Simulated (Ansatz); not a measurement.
# FeSi: a prediction, then the measurements

All numbers below come from DFT PBE, scalar-relativistic, plane waves, PAW in Ansatz 0.2.0.

Cutoff 420 eV; k points 8×8×8 on the computed 8-atom cell (Γ-centred); Gaussian smearing, width 0.01 eV; no spin polarisation.

Relaxed structure:

```
Fe Si
1.0
     4.44801    0.00000    0.00000
     0.00000    4.44801    0.00000
     0.00000    0.00000    4.44801
Fe Si
4 4
Cartesian
  0.6049 0.6049 0.6049
  1.6191 3.8431 2.8289
  2.8289 1.6191 3.8431
  3.8431 2.8289 1.6191
  3.7395 3.7395 3.7395
  2.9325 0.7085 1.5155
  1.5155 2.9325 0.7085
  0.7085 1.5155 2.9325
```

- Space group: P2_13 (No. 198)
- Volume per atom: 11.00 Å³
- Formation energy from the elements' standard states (uncorrected): -0.511 eV/atom
- Kohn–Sham band gap: 0.17 eV
- Orbital (Löwdin) character of the top 1 eV of the valence band: Fe 3d 92 %
- Orbital (Löwdin) character of the lowest 1 eV of the conduction band: Fe 3d 87 %, Si 3p 9 %
- Bader charge by site (e): Fe (4 in the cell) -0.30, Si (4 in the cell) 0.30

A magnetic start lost its moments in a first run, so spin was left out; other magnetic orders weren't tried.

**Against measurements.**

Against the measured lattice constant a of FeSi, 4.486 Å (300 K; “Observation of transition from semiconducting to metallic ground state in high-quality single crystalline FeSi”, 2018, arxiv:1804.02036), the calculated 4.448 Å is off by -0.8 %. The calculation is for 0 K without zero-point motion.

It was relaxed from a cell as deposited in COD. Kohn–Sham gaps at this level usually fall short of measured ones. Löwdin shares on free-atom orbitals overweight diffuse shells in the empty bands.
